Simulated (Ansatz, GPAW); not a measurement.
# LiCl: 3 runs at one level of theory

```
Cl Li
1.0
     0.00000    2.56477    2.56477
     2.56477    0.00000    2.56477
     2.56477    2.56477    0.00000
Cl Li
1 1
Direct
  0.50000 0.50000 0.50000
  0.00000 0.00000 0.00000
```

Alike in all runs: task single point; functional PBE; k mesh 9 × 9 × 9; occupations gaussian, width 0.014 eV; no spin polarisation; no spin-orbit coupling. Pressure is positive in compression and, in plane waves, holds the error of the finite cutoff, which Ansatz's Pulay term estimates and takes out.

| program and potentials | plane-wave cutoff (eV) | notes | pressure (GPa) |
| --- | --- | --- | --- |
| Ansatz, Ansatz PAW | 420 | 5 valence electrons an atom on average | 0.40 |
| Ansatz, all-electron LAPW, scalar-relativistic | - | - | 0.40 |
| GPAW, GPAW PAW data sets (gpaw-data 1.2.1) | 800 | 4 valence electrons an atom on average | 0.51 |

The pressure spans 0.40 (Ansatz, Ansatz PAW) to 0.51 GPa (GPAW, GPAW PAW data sets (gpaw-data 1.2.1)), with all-electron results at 0.40.

The functional is the same throughout but for its coding, so the spread measures potentials, basis and numerics; runs on potential files found faulty are left out.
